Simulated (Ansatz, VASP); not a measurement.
Mg in VASP and in Ansatz

Contents of INCAR:

```
SYSTEM = Mg
PREC = Accurate
ENCUT = 520
EDIFF = 1E-6
ISMEAR = 0
SIGMA = 0.15
LREAL = .False.
LASPH = .True.
NELM = 100
ALGO = Normal
ISIF = 2
LWAVE = .False.
LCHARG = .False.
NBANDS = 7
```

File KPOINTS:

```
Automatic mesh
0
Gamma
  21 21 18
  0 0 0
```

The input POSCAR:

```
Mg
1.0
    3.0502998005      0.0000000000      0.0000000000
   -1.5251499003      2.6416371164      0.0000000000
    0.0000000000      0.0000000000      3.0448375700
Mg
1
Direct
    0.0000000000      0.0000000000      0.0000000000
```

Input for Ansatz:

```yaml
crystal:
  lattice:
    - [3.0502998005, 0.0, 0.0]
    - [-1.5251499003, 2.6416371164, 0.0]
    - [0.0, 0.0, 3.04483757]
  atoms:
    - { symbol: Mg, position: [0.0, 0.0, 0.0] }
basis:
  ecutwfc: 420
kpoints:
  mp_grid: { grid: [21, 21, 18] }
hamiltonian:
  xc: lda
scf:
  occupations: { method: gaussian, width: 0.15 }
output:
  forces: true
  stress: true
  eigenvalues: true
```

This isn't the form of Mg at room conditions, which is hcp.

Alike in both runs: task single point; functional LDA; k mesh 21 × 21 × 18; occupations gaussian, width 0.15 eV; no spin polarisation.

|  | VASP | Ansatz |
| --- | --- | --- |
| version | VASP 6.6.1 | Ansatz 0.2.0 |
| potentials or method | VASP PAW LDA potentials, release 64 (Mg) | scalar-relativistic, plane waves, PAW |
| plane-wave cutoff (eV) | 520 | 420 |
| valence electrons in the cell | 2 | 10 |

```tsv
	VASP	Ansatz	Ansatz less VASP
gap on the k mesh at the Fermi level (eV)	none	none	-
pressure (GPa)	-0.8	-0.5	+0.25
```

A gap of «none» marks a metal or a gap that the smearing closes. The two sets of potentials don't hold the same shells in valence.
